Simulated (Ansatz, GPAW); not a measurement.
# ZnSe: 3 runs at one level of theory

```
CELL_PARAMETERS angstrom
0.00000 2.83380 2.83380
2.83380 0.00000 2.83380
2.83380 2.83380 0.00000
ATOMIC_POSITIONS crystal
Se 0.75000 0.75000 0.75000
Zn 0.00000 0.00000 0.00000
```

Alike in all runs: task single point; functional PBE; k mesh 8 × 8 × 8; occupations gaussian, width 0.015 eV; no spin polarisation; no spin-orbit coupling. Pressure is positive in compression and, in plane waves, holds the error of the finite cutoff, which Ansatz's Pulay term estimates and takes out.

| program and potentials | plane-wave cutoff (eV) | notes | band gap (eV) | pressure (GPa) |
| --- | --- | --- | --- | --- |
| Ansatz, Ansatz PAW | 420 | 14 valence electrons an atom on average; Pulay term of +0.05 GPa included | 1.29 | 2.10 |
| Ansatz, all-electron LAPW, scalar-relativistic | - | - | 1.29 | 2.12 |
| GPAW, GPAW PAW data sets (gpaw-data 1.2.1) | 600 | 9 valence electrons an atom on average | 1.30 | 2.09 |

The band gap spans 1.29 (Ansatz, Ansatz PAW) to 1.30 eV (GPAW, GPAW PAW data sets (gpaw-data 1.2.1)), with all-electron results at 1.29. The pressure spans 2.09 (GPAW, GPAW PAW data sets (gpaw-data 1.2.1)) to 2.12 GPa (Ansatz, all-electron LAPW, scalar-relativistic), with all-electron results at 2.12. Spin-orbit coupling, left out here, moves the band edges of heavy atoms.

The functional is the same throughout but for its coding, so the spread measures potentials, basis and numerics; runs on potential files found faulty are left out.

The three treatments agree so closely that the choice of potential hardly matters for either quantity at this volume. The two PAW sets differ in how many electrons they treat as valence, probably because one includes the Se 3d shell and the other freezes it. If so, that shell is deep and compact enough to be nearly inert here.

The shared gap is nonetheless far below the measured one, and the all-electron result places the error in the functional. PBE lacks the derivative discontinuity, and it also sets the Zn 3d states too high, so that their repulsion with Se 4p pushes up the valence-band top.

The positive pressure means that PBE favours a larger cell than this one, which lies close to the experimental lattice constant; this is the usual underbinding of the functional. Since the direct gap of ZnSe shrinks as the lattice expands, relaxing the cell would probably worsen the underestimate. Agreement at one volume doesn't establish equal accuracy for the bulk modulus.
